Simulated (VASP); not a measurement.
HgSe, 2 atoms in the cell. Symmetry: F-43m, No. 216, cubic system. Conventional cell: a = 6.260 Å, b = 6.260 Å, c = 6.260 Å, α = 90.00°, β = 90.00°, γ = 90.00°. Hg (site symmetry -43m) is surrounded by 4 Se at 2.71 Å. Se (site symmetry -43m) is surrounded by 4 Hg at 2.71 Å. 

```yaml
Program: VASP 6.6.1
Task: relaxation of cell and atoms
Functional: PBE
Potentials_or_basis: VASP PAW PBE potentials, release 64 (Hg, Se)
Cutoff: 600 eV
k_mesh: 12 × 12 × 12
Occupations: gaussian, width 0.1 eV
Spin: no spin polarisation
Dipole_correction: no
Further_INCAR_settings: ALGO = Normal; EDIFF = 1e-06; IBRION = 2; EDIFFG = -0.005; NSW = 100; ISIF = 3
```

Potentials or basis: VASP PAW PBE potentials, release 64 (Hg, Se).

Launch:

```console
$ cat potpaw_PBE.64/Hg/POTCAR potpaw_PBE.64/Se/POTCAR > POTCAR
$ mpirun -np 1 vasp_std > vasp.out
```

Hardware: 1 thread of Intel(R) Xeon(R) Platinum 8488C (Sapphire Rapids), on a shared host.

**Question.** Estimate the wall time of this run.

**Answer.** Wall time 62 s on 1 thread of Intel(R) Xeon(R) Platinum 8488C (Sapphire Rapids), with other jobs on the host, peak memory 0.26 GiB. Counts: scf iterations 27, k points 72, ion steps 4.
